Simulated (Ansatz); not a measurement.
# SiNi3 under strain: 61Ni nuclear quadrupole resonance

Cell: a structure deposited in the COD, relaxed with PBE at fixed cell and then changed (z stretched by 3 %, ions relaxed).

```yaml
crystal:
  lattice:
    - [3.55110, 0.00000, 0.00000]
    - [0.00000, 3.55110, 0.00000]
    - [0.00000, 0.00000, 3.65763]
  atoms:
    - { symbol: Si, position: [0.00000, 0.00000, 0.00000] }
    - { symbol: Ni, position: [0.00000, 0.50000, 0.50000] }
    - { symbol: Ni, position: [0.50000, 0.00000, 0.50000] }
    - { symbol: Ni, position: [0.50000, 0.50000, 0.00000] }
```

Atom numbers follow the list; atoms alike are taken as one site, whose name carries the number of the first.

All values are calculated (Ansatz; DFT, PBE, plane waves and PAW, scalar-relativistic, collinear spin, 420 eV cutoff, Γ-centred 13×13×13 k-points, Fermi–Dirac smearing 0.05 eV), not measured. Start moments as typed (μB): 1.5 on each Ni, none on the rest.

61Ni: I = 3/2, Q = 162.0 mb (year-2017 value). Static lattice, zero field.

Q: At which frequencies do the 61Ni NQR lines lie?

A: For I = 3/2 there is one line, ν = (|C_Q|/2)(1 + η²/3)^½.

| site | atoms | V_zz (10²¹ V/m²) | C_Q (MHz) | η | line frequencies (MHz) |
| --- | --- | --- | --- | --- | --- |
| Ni2 | 2, 3 | -4.37 | -17.1 | 0.07 | 8.56 |
| Ni4 | 4 | -4.27 | -16.7 | 0.00 | 8.37 |

An axis of threefold or higher order runs through Ni4, so V_zz lies along it and η is zero.

The run finds no gap above 0.1 eV (a metal, or nearly one), so the gradients can move by 10 % or more with the k-mesh. With these PAW files V_zz is typically within 2 to 3 % of all-electron values, but misses above 10 % occur on Ni. At this changed cell the PBE pressure is -12 GPa. The start moments die out, and the run ends without spin.
